**SnTe: forecasting three quasiparticle levels**

A PBE calculation gives every electron in a crystal the same local exchange–correlation potential. The one-shot G0W0 step replaces it with a self-energy: exchange that the other electrons screen, and that acts differently on each orbital. The corrected level is the energy for removing or adding one electron. The question for this page is whether a few states of SnTe are enough to forecast both the PBE level and its correction at other points of the zone.

GPAW 26.7.0, one-shot G0W0 on PBE with a plasmon-pole model, for rock-salt SnTe with its volume scaled by 0.92. PAW data sets 1.2.1 (Te with 16 valence electrons), plane-wave cutoff 400 eV, response cutoff 150 eV with extrapolation, 4×4×4 k mesh, Fermi–Dirac smearing 0.05 eV, no spin–orbit coupling. Each column of levels counts from its own highest filled level.

```csv
row,state k a (reciprocal cell vector),state k b (reciprocal cell vector),state k c (reciprocal cell vector),state band,state start level (eV),state corrected level (eV),state weight z
1,0.000,0.000,0.000,top filled,-2.280,-2.524,0.764
2,0.000,0.000,0.000,first empty,3.677,3.761,0.758
3,0.250,0.250,0.000,top filled,-2.152,-2.326,0.777
4,0.250,0.250,0.000,first empty,2.376,2.507,0.778
5,?,?,?,top filled,?,?,?
6,?,?,?,first empty,?,?,?
7,?,?,?,top filled,?,?,?
8,0.500,0.250,-0.250,first empty,0.881,0.903,0.783
9,0.500,0.250,0.250,top filled,-0.991,-1.077,0.782
10,0.500,0.250,0.250,first empty,0.890,0.881,0.782
11,0.500,0.500,0.000,top filled,-4.066,-4.365,0.748
12,0.500,0.500,0.000,first empty,1.790,1.689,0.791
13,0.500,0.500,0.250,top filled,-2.566,-2.737,0.771
14,0.500,0.500,0.250,first empty,2.767,2.831,0.774
15,0.500,0.500,0.500,top filled,0.000,0.000,0.798
16,0.500,0.500,0.500,first empty,0.212,0.166,0.789
```

The start level is the PBE energy and the corrected level is the G0W0 energy. Each is counted from its own top filled level, which lies at L (row 15). That row is therefore zero in both columns, and every shift below is relative to it. The weight z is the share of an electron's spectrum that stays in one sharp peak; screening spreads the rest over other energies.

**What the known rows show**

Filled levels sink, and the deep ones sink most: by 0.09 eV in row 9, but by 0.30 eV at X (row 11). Theory makes this plausible. Exchange favours an orbital that overlaps well with the other filled orbitals, and deep bonding states do so best. Screening weakens the effect, and in some materials it can even undo it; in these rows a stretch remains.

Empty levels are less orderly. Four of the seven rise, most clearly those above 2 eV. The other three drop, the one at X by 0.10 eV. The gap at L also narrows, from 0.21 to 0.17 eV, while the other complete pairs move apart. SnTe is known for band edges in inverted order at L, and a correction that opens a normal gap would shrink an inverted one. That fits here, but it remains a guess without the orbital characters, and a change this small may be numerical.

A least-squares fit to the twelve known rows other than row 15 puts this into numbers. For filled states the shift is 0.079 times the PBE level, a stretch of about 8 %. For empty states it is $-0.05\ \text{eV}+0.04\,E$, with $E$ the PBE level, and this slope is uncertain by half its size. The typical miss is 0.05 eV, against 0.07 eV for a rigid shift of each group, which needs one constant fewer.

**Where the hidden states lie**

A 4×4×4 mesh in this lattice has eight inequivalent points, and seven of them can be recognised in the table. The eighth, which must belong to rows 5 and 6, lies halfway between Γ and L. Row 7 is the filled partner of row 8, at W.

Near the gap the bands are made mostly of Te p and Sn p orbitals. Hopping between neighbours pushes the two sets apart at Γ. Towards L the contributions from opposite neighbours cancel, and the hopping fades as a cosine. If hopping dominates, the levels follow the cosine itself, and 0.71 of the difference between Γ and L is left halfway. If it is weak, they follow the square, which leaves 0.50. I take the mean, 0.60.

For row 5 this gives $0.60\times(-2.28)\approx-1.4$ eV, and the stretch then gives a shift of $0.079\times(-1.4)\approx-0.11$ eV. Row 6 follows in the same way from the empty levels at Γ and L.

For row 7 I use the rough mirror symmetry of filled and empty p levels. It holds for the two pairs closest to the gap, at L and in rows 9 and 10, though not at Γ or X. The empty level at W lies at +0.88 eV, so the filled one should lie near −0.8 eV.

The error bars are judgements, not statistics:

| row | PBE level (eV) | G0W0 shift (eV) |
|---|---|---|
| 5 | −1.4 ± 0.5 | −0.11 ± 0.07, down |
| 6 | +2.3 ± 0.7 | +0.04 ± 0.12, sign open |
| 7 | −0.8 ± 0.4 | −0.07 ± 0.07, probably down |

For the weight I expect 0.78 ± 0.02 in all three rows, simply the mean of the known ones.

**The computed values**

The withheld rows as computed:

```csv
row,state k a (reciprocal cell vector),state k b (reciprocal cell vector),state k c (reciprocal cell vector),state band,state start level (eV),state corrected level (eV),state weight z
5,0.250,0.250,0.250,top filled,-0.761,-0.780,0.781
6,0.250,0.250,0.250,first empty,1.558,1.563,0.780
7,0.500,0.250,-0.250,top filled,-0.724,-0.836,0.778
```

**Halfway to L, the hopping picture fails.** Both PBE levels lie closer to the gap than forecast, and both fall outside their error bars: row 5 is off by 0.6 eV where 0.5 was allowed, row 6 by 0.75 eV where 0.7 was. In row 5 only $0.761/2.280\approx0.33$ of the difference is left, less than even the squared cosine allows. The squared law alone would have kept both levels within their bars, but it would still have missed each by about 0.4 eV. The choice between the two laws therefore explains only part of the error.

The rest may come from what the cosine leaves out. At Γ symmetry keeps s and p orbitals apart and makes the three p directions equivalent. Away from Γ, the Sn s orbital, which lies lower, mixes with Te p and pushes it up. The three p levels also split. As long as such effects are weak, however, they grow from Γ to L as the squared sine, and would again leave half of the difference. Stronger mixing with Sn s could leave less in row 5, and hopping between more distant atoms could do so in both rows. Without orbital characters the two can't be told apart here. The cause stays open.

**At W, the mirror rule works.** The PBE level in row 7 is missed by only 0.1 eV. This was an easier task, because the rule starts from the empty level at the same point of the zone. It needs no law for how the levels run from one point to another.

**The shifts give one miss and two hits.** Row 5 sinks by only 0.02 eV instead of 0.11 eV, which is outside the error bar. About half of this miss comes from the wrong PBE level: with the true level, the stretch gives 0.06 eV. The other half belongs to the stretch rule itself. Rows 6 and 7 fall within their bars, though the bar of row 6 was too wide to test much.

The weights are all within 0.005 of the forecast. Since the known ones run only from 0.75 to 0.80, this was a mild test. It does show that these states, too, are ordinary quasiparticles, with about a fifth of their spectrum spread elsewhere.

**What remains open**

Rows 5 and 7 teach the most when set side by side. Their PBE levels differ by only 0.04 eV, yet one sinks by 0.02 eV and the other by 0.11 eV. No gently varying rule that uses the energy alone can give both. The stretch describes the four fitted states more than 2 eV deep, where the shifts exceed its errors, but no withheld state tested it there. Near the gap it is no reliable guide.

The difference may be physical, since the self-energy depends on the shape of an orbital as well as its energy. It may also be numerical: the extrapolation to a high cutoff is poor and the mesh is coarse. Nor are these levels a test against experiment, since spin-orbit coupling is left out and the cell is a few per cent shorter than the measured one. Does the difference of 0.09 eV survive a finer mesh and a better extrapolation?
